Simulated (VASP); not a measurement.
# PbSe (Clausthalite) (Fm-3m) in VASP: further runs

The runs below take PbSe (Clausthalite) through relaxation of cell and atoms, with RPBE+D3(BJ), RPBE+D4, revPBE+D3, revPBE+D3(BJ), revPBE+D4.

Everything below comes from runs of VASP 6.6.1. Logs are shortened: lines on timing, memory, paths and dates and some standing lists are left out, and cuts for length are marked.

### 1 The structure

Symmetry: Fm-3m, No. 225, cubic system. The conventional cell has a = 6.121 Å, b = 6.121 Å, c = 6.121 Å, α = 90.00°, β = 90.00°, γ = 90.00°. Pb (site symmetry m-3m) is surrounded by 6 Se at 3.06 Å. Se (site symmetry m-3m) is surrounded by 6 Pb at 3.06 Å.

### 2 Relaxation of cell and atoms, RPBE+D3(BJ)

INCAR reads:

```
PREC     = Accurate       # precision mode
ENCUT    = 600            # plane-wave cutoff, eV
EDIFF    = 1E-7           # SCF threshold, eV
ISMEAR   = -1             # smearing method
SIGMA    = 0.05           # smearing width, eV
LREAL    = False          # projectors in reciprocal space
LASPH    = True           # aspherical terms in the spheres
NELM     = 100            # most SCF steps
ALGO     = Normal         # electronic algorithm
ISIF     = 3              # what is computed and relaxed
LWAVE    = False          # write WAVECAR
LCHARG   = False          # write CHGCAR
GGA      = RP             # functional
IVDW     = 12             # dispersion correction
IBRION   = 2              # ionic algorithm
NSW      = 60             # ionic steps
EDIFFG   = -0.02          # ionic threshold
```

KPOINTS reads:

```
regular mesh
0
Gamma
  8 8 8
```

POSCAR reads:

```
PbSe
1.0
    0.0000000000      3.0606500000      3.0606500000
    3.0606500000      0.0000000000      3.0606500000
    3.0606500000      3.0606500000      0.0000000000
Pb Se
1 1
Direct
    0.0000000000      0.0000000000      0.0000000000
    0.5000000000      0.5000000000      0.5000000000
```

Potentials or basis: VASP PAW PBE potentials, release 64 (Pb_d, Se).

The run is started by

```bash
$ cat potpaw_PBE.64/Pb_d/POTCAR potpaw_PBE.64/Se/POTCAR > POTCAR
$ mpirun -np 1 vasp_std > vasp.out
```

OUTCAR:

```text
PREC = Accurate
   ENCUT = 600
   EDIFF = 1E-7
   ISMEAR = -1
   LREAL = False
   LASPH = True
   NELM = 100
   ISIF = 3
   GGA = RP
   IVDW = 12
   IBRION = 2
   NSW = 60
   EDIFFG = -0.02
 IVDW          = 12

 ion  position               nearest neighbor table
   1  0.000  0.000  0.000-   2 3.06   2 3.06   2 3.06   2 3.06   2 3.06   2 3.06
   2  0.500  0.500  0.500-   1 3.06   1 3.06   1 3.06   1 3.06   1 3.06   1 3.06

  LATTYP: Found a face centered cubic cell.
 ALAT       =     6.1213000000

  Lattice vectors:

 A1 = (   0.0000000000,   3.0606500000,   3.0606500000)
 A2 = (   3.0606500000,   0.0000000000,   3.0606500000)
 A3 = (   3.0606500000,   3.0606500000,   0.0000000000)

Analysis of symmetry for initial positions (statically):
=====================================================================
 Subroutine PRICEL returns:
 Original cell was already a primitive cell.

 Routine SETGRP: Setting up the symmetry group for a
 face centered cubic supercell.

 Subroutine GETGRP returns: Found 48 space group operations
 (whereof 48 operations were pure point group operations)
 out of a pool of 48 trial point group operations.

The static configuration has the point symmetry O_h .

Analysis of symmetry for dynamics (positions and initial velocities):
=====================================================================
 Subroutine PRICEL returns:
 Original cell was already a primitive cell.

 Routine SETGRP: Setting up the symmetry group for a
 face centered cubic supercell.

 Subroutine GETGRP returns: Found 48 space group operations
 (whereof 48 operations were pure point group operations)
 out of a pool of 48 trial point group operations.

The dynamic configuration has the point symmetry O_h .

 Subroutine INISYM returns: Found 48 space group operations
 (whereof 48 operations are pure point group operations),
 and found     1 'primitive' translations

----------------------------------------------------------------------------------------

                                     Primitive cell

  volume of cell :      57.3418

  direct lattice vectors                    reciprocal lattice vectors
     0.000000000  3.060650000  3.060650000    -0.163363991  0.163363991  0.163363991
     3.060650000  0.000000000  3.060650000     0.163363991 -0.163363991  0.163363991
     3.060650000  3.060650000  0.000000000     0.163363991  0.163363991 -0.163363991

  length of vectors
     4.328412740  4.328412740  4.328412740     0.282954733  0.282954733  0.282954733

  position of ions in fractional coordinates (direct lattice)
     0.000000000  0.000000000  0.000000000
     0.500000000  0.500000000  0.500000000

  ion indices of the primitive-cell ions
   primitive index   ion index
                 1           1
                 2           2
[... 70 lines left out ...]
   ENCUT  =  600.0 eV  44.10 Ry    6.64 a.u.   8.64  8.64  8.64*2*pi/ulx,y,z
   NELM   =    100;   NELMIN=  2; NELMDL= -5     # of ELM steps
   EDIFF  = 0.1E-06   stopping-criterion for ELM
   LREAL  =      F    real-space projection
   EDIFFG = -.2E-01   stopping-criterion for IOM
   NSW    =     60    number of steps for IOM
   IBRION =      2    ionic relax: 0-MD 1-quasi-New 2-CG
   NFREE  =      1    steps in history (QN), initial steepest desc. (CG)
   ISIF   =      3    stress and relaxation
   ISYM   =      2    0-nonsym 1-usesym 2-fastsym
   POTIM  = 0.5000    time-step for ionic-motion
   TEBEG  =    0.0;   TEEND  =   0.0 temperature during run
   PSTRESS=    0.0 pullay stress
   NELECT =      20.0000    total number of electrons
   NUPDOWN=      -1.0000    fix difference up-down
   EMIN   =  10.00;   EMAX   =-10.00  energy-range for DOS
   EFERMI =   0.00;   METHOD = LEGACY
   ISMEAR =    -1;   SIGMA  =   0.05  broadening in eV -4-tet -1-fermi 0-gaus
   EFERMI_NEDOS =   21; number of points for ismear=-14 and -15
   IALGO  =     38    algorithm
   IMIX   =      4    mixing-type and parameters
     AMIX     =   0.40;   BMIX     =  1.00
     AMIX_MAG =   1.60;   BMIX_MAG =  1.00
  volume/ion in A,a.u.               =      28.67       193.48
  Fermi-wavevector in a.u.,A,eV,Ry     =   1.152377  2.177676 18.068159  1.327972
  Thomas-Fermi vector in A             =   2.289028
   LORBIT       =      0    0 simple, 1 ext, 2 COOP (PROOUT), +10 PAW based schemes
   GGA     = RP    functional components
   LHFCALC =     F    Hartree Fock is set to
   AEXX    =    0.0000 exact exchange contribution
   IVDW    =    12    specifies the selected vdW correction
   LEPSILON=     F    determine dielectric tensor
   LRPA    =     F    only Hartree local field effects (RPA)
 conjugate gradient relaxation of ions
 non-spin polarized calculation
  energy-cutoff  :      600.00
  volume of cell :       57.34
 maximum number of plane-waves:      1930
   NGX = 17   NGY = 17   NGZ = 17

--------------------------------------- Ionic step        1  -------------------------------------------

 number of electron      20.0000001 magnetization

 Free energy of the ion-electron system (eV)
  ---------------------------------------------------
  ext. energy  EPLUGINS =         0.00000000
  ---------------------------------------------------
  free energy    TOTEN  =        -7.46373542 eV

  energy without entropy =       -7.46356578  energy(sigma->0) =       -7.46365060

 E-fermi :   5.3852     XC(G=0):  -9.3805

 val. band max:        5.1970716337   @ k =   0.5000   0.0000   0.0000
 cond. band min:       5.5732594898   @ k =   0.5000   0.0000   0.0000
 fundamental gap:      0.3761878561
 Fermi energy:         5.3851884617

 k-point     1 :       0.0000    0.0000    0.0000
  band No.  band energies     occupation
      1     -11.7177      2.00000
      2     -11.7177      2.00000
      3     -11.7177      2.00000
      4     -11.7095      2.00000
      5     -11.7095      2.00000
      6      -8.3770      2.00000
      7      -1.0647      2.00000
      8       3.3045      2.00000
      9       3.3045      2.00000
     10       3.3045      2.00000
     11       9.9543      0.00000
     12       9.9543      0.00000
     13       9.9543      0.00000
     14      11.7455      0.00000
[... 470 lines left out ...]
--------------------------------------- Ionic step        3  -------------------------------------------

 number of electron      20.0000000 magnetization

 Free energy of the ion-electron system (eV)
  ---------------------------------------------------
  ext. energy  EPLUGINS =         0.00000000
  ---------------------------------------------------
  free energy    TOTEN  =        -6.77525332 eV

  energy without entropy =       -6.77516234  energy(sigma->0) =       -6.77520783

 E-fermi :   7.8150     XC(G=0): -10.3200

 val. band max:        7.5856346178   @ k =   0.5000   0.0000   0.0000
 cond. band min:       8.0434710101   @ k =   0.5000   0.0000   0.0000
 fundamental gap:      0.4578363922
 Fermi energy:         7.8150185035

 k-point     1 :       0.0000    0.0000    0.0000
  band No.  band energies     occupation
      1      -9.5875      2.00000
      2      -9.5875      2.00000
      3      -9.5832      2.00000
      4      -9.5832      2.00000
      5      -9.5832      2.00000
      6      -7.6418      2.00000
      7       1.8776      2.00000
      8       4.9241      2.00000
      9       4.9241      2.00000
     10       4.9241      2.00000
     11      12.9275      0.00000
     12      12.9275      0.00000
     13      12.9275      0.00000
     14      13.8231      0.00000
[... 424 lines left out ...]
  FREE ENERGIE OF THE ION-ELECTRON SYSTEM (eV)
  ---------------------------------------------------
  free  energy   TOTEN  =       -11.3094649421 eV

  energy  without entropy=      -11.3093739601  energy(sigma->0) =      -11.30941945

 reached required accuracy - stopping structural energy minimisation
```

CONTCAR:

```text
PbSe
   1.00000000000000
    -0.0000000000000000    2.8739438623799956    2.8739438623799956
     2.8739438623799956    0.0000000000000000    2.8739438623799956
     2.8739438623799956    2.8739438623799956   -0.0000000000000000
  Pb              Se
     1     1
Direct
     0.0000000000000000    0.0000000000000000    0.0000000000000000
     0.5000000000000000    0.5000000000000000    0.5000000000000000

  0.00000000E+00  0.00000000E+00  0.00000000E+00
  0.00000000E+00  0.00000000E+00  0.00000000E+00
```

Run time: 96 s. Hardware: 1 thread of Intel Xeon Platinum 8259CL at 2.50GHz (Skylake/Cascade Lake), shared host; peak memory 0.23 GiB.

Results:

* Free energy: -11.3095 eV
* Relaxed volume: 23.74 Å³/atom
* Relaxed cell: a = 4.064 Å, b = 4.064 Å, c = 4.064 Å, α = 60.00°, β = 60.00°, γ = 60.00°
* Space group after relaxing (to 0.05 Å): Fm-3m (No. 225)
* Energy gained by relaxing: 189.6 meV/atom
* Ionic steps: 3
* Pressure after relaxing: -0.1 GPa
* Band gap on the k mesh: 0.46 eV, direct
* Dispersion energy per atom: -2.267 eV

Step by step:
| step | energy change (eV) | largest force (eV/Å) | pressure (GPa) | volume (Å³) |
| --- | --- | --- | --- | --- |
| 1 | 0.0000 | 0.0000 | -10.30 | 57.34 |
| 2 | -0.2731 | 0.0000 | 9.10 | 43.37 |
| 3 | -0.3792 | 0.0000 | -0.11 | 47.47 |

Final structure:
```yaml
crystal:
  lattice:
    - [0.00000, 2.87394, 2.87394]
    - [2.87394, 0.00000, 2.87394]
    - [2.87394, 2.87394, 0.00000]
  atoms:
    - { symbol: Pb, position: [0.00000, 0.00000, 0.00000] }
    - { symbol: Se, position: [0.50000, 0.50000, 0.50000] }
```

Caveat: the volume moved by over 15 % at a fixed basis, so the end points are rough; the PAW data sets were made with another functional, which shifts forces and pressure a little; spin-orbit coupling is left out, which as a rule narrows the gap of such compounds by several tenths of an eV; the volume moved by -17 % from the deposited cell, more than functionals usually miss.

[end of part 1 of 2]
